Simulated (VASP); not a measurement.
Here is the system:

```yaml
crystal:
  lattice:
    - [0.00000, 3.11584, 3.11584]
    - [3.11584, 0.00000, 3.11584]
    - [3.11584, 3.11584, 0.00000]
  atoms:
    - { symbol: Al, position: [0.00000, 0.00000, 0.00000] }
    - { symbol: Sb, position: [0.26605, 0.26605, 0.23395] }
```

The numbers are results of PBE GGA, VASP's PBE PAW potentials (set 64) (plane waves; VASP), not measurements. Numerical set-up: 480 eV cut-off, 8×8×8 Γ-centred mesh, Gaussian smearing of 0.050 eV, potentials Al Sb.

**Question.** Which forces act on the atoms, in eV/Å?

**Answer.** 
```json
[
 {"atom": "Al1", "Fx": "0.000", "Fy": "0.000", "Fz": "0.750"},
 {"atom": "Sb2", "Fx": "0.000", "Fy": "0.000", "Fz": "-0.750"}
]
```

**Question.** Give the stress tensor in GPa (positive for a compressed cell).

**Answer.** 
```
 0.26  -1.81   0.00
-1.81   0.26   0.00
 0.00   0.00   0.01
```
The pressure is its mean diagonal, 0.17 GPa.

The compound is AlSb in the zinc blende structure. This cell was strained or had an atom moved on purpose.
